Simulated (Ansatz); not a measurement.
Input and command of a plane-wave DFT calculation in Ansatz:

```yaml
crystal:
  lattice:
    - [-3.1066653462, 0.0, 0.0]
    - [0.0, 0.0, -4.9784048411]
    - [0.0, -5.3809022217, 0.0]
  atoms:
    - { symbol: Al, position: [0.5724249235, 0.998307098, 0.1666666667] }
    - { symbol: Al, position: [-0.0724249235, 0.998307098, 0.6666666667] }
    - { symbol: Al, position: [0.0724249235, 0.498307098, 0.3333333333] }
    - { symbol: Al, position: [0.4275750765, 0.498307098, 0.8333333333] }
    - { symbol: "N", position: [0.5651666538, 0.616692902, 0.1666666667] }
    - { symbol: "N", position: [-0.0651666538, 0.616692902, 0.6666666667] }
    - { symbol: "N", position: [0.0651666538, 0.116692902, 0.3333333333] }
    - { symbol: "N", position: [0.4348333462, 0.116692902, 0.8333333333] }
basis:
  ecutwfc: 500
kpoints:
  mp_grid: { grid: [8, 6, 4] }
hamiltonian:
  xc: r2scan
scf:
  occupations: { method: gaussian, width: 0.05 }
output:
  forces: true
  stress: true
  eigenvalues: true
```

```bash
ansatz run input.yaml --threads 2 --pin off --max-ram 5120MiB --backend cpu --events-out ev --progress --plain --runs-dir out
```

Processor: Intel(R) Xeon(R) 6975P-C (Granite Rapids), 2 threads, on a host shared with other jobs.

Problem. How long does it run, and how much memory does it take?

Solution. About 5.6 s on 2 threads of Intel(R) Xeon(R) 6975P-C (Granite Rapids) (shared host), peak memory 0.55 GiB. It solves 24 bands at 60 k points (the mesh reduced by symmetry) with about 2159 plane waves, in 7 SCF iterations.
